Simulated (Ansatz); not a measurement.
Wanted: the native input for an Ansatz 0.2.0 run.

```yaml
Task: band structure
Functional: revPBE
Potentials_or_basis: Ansatz PAW
Cutoff: "420 eV (not typed: the program's choice for these potentials)"
k_mesh: 9 × 9 × 9
Occupations: fermi-dirac, width 0.05 eV
Spin: no spin polarisation
Path: "[[\"G\", \"X\", \"W\", \"K\", \"G\", \"L\", \"U\", \"W\", \"L\", \"K\"], [\"U\", \"X\"]]"
Points_for_each_segment_of_the_path: 14
```

SrO:

```
Sr O
1.0
     0.00000    2.56630    2.56630
     2.56630    0.00000    2.56630
     2.56630    2.56630    0.00000
Sr O
1 1
Cartesian
  2.5663 2.5663 2.5663
  0.0000 0.0000 0.0000
```

These files were run (other wordings do the same):

input.yaml

```yaml
crystal:
  lattice:
    - [0.0, 2.5663, 2.5663]
    - [2.5663, 0.0, 2.5663]
    - [2.5663, 2.5663, 0.0]
  atoms:
    - { symbol: Sr, position: [0.5, 0.5, 0.5] }
    - { symbol: O, position: [0.0, 0.0, 0.0] }
hamiltonian:
  xc: revpbe
  pseudopotentials: { kind: paw }
kpoints:
  mp_grid: { grid: [9, 9, 9] }
  band_path:
    path:
      - [[0.0, 0.0, 0.0], [0.5, 0.0, 0.5], [0.5, 0.25, 0.75], [0.375, 0.375, 0.75], [0.0, 0.0, 0.0], [0.5, 0.5, 0.5], [0.625, 0.25, 0.625], [0.5, 0.25, 0.75], [0.5, 0.5, 0.5], [0.375, 0.375, 0.75]]
      - [[0.625, 0.25, 0.625], [0.5, 0.0, 0.5]]
    npoints: 14
scf:
  occupations: { method: fermi_dirac, width: 0.05 }
  n_extra_bands: 6
output:
  forces: true
  stress: true
  eigenvalues: true
  fatbands: false
  write_density: true
  write_potential: true
  elf: true
  volumetric_format: npy
```

Potentials or basis: Ansatz PAW.

Command:

```sh
$ ansatz run input.yaml --threads 2 --pin off --max-ram 5632MiB --backend cpu --events-out ev --progress --plain --runs-dir out
```

Results of the run:

```json
{
 "Pressure": "5.6 GPa",
 "Band gap on the k mesh": "3.46 eV, indirect (least direct gap 3.54 eV)",
 "Band gap along the path": "3.40 eV, indirect (least direct gap 3.47 eV)"
}
```

Caveat: the k mesh misses the band edges, so the gap on the mesh is wider than the one along the path; the pressure holds a Pulay correction of +0.3 GPa for the finite cutoff; the PAW data sets come from PBE, with cores solved anew for the run's functional, which leaves a small shift of forces and pressure.

It took 1.1 s on 2 threads of Arm Neoverse V2, with other jobs on the host, peak memory 0.29 GiB.
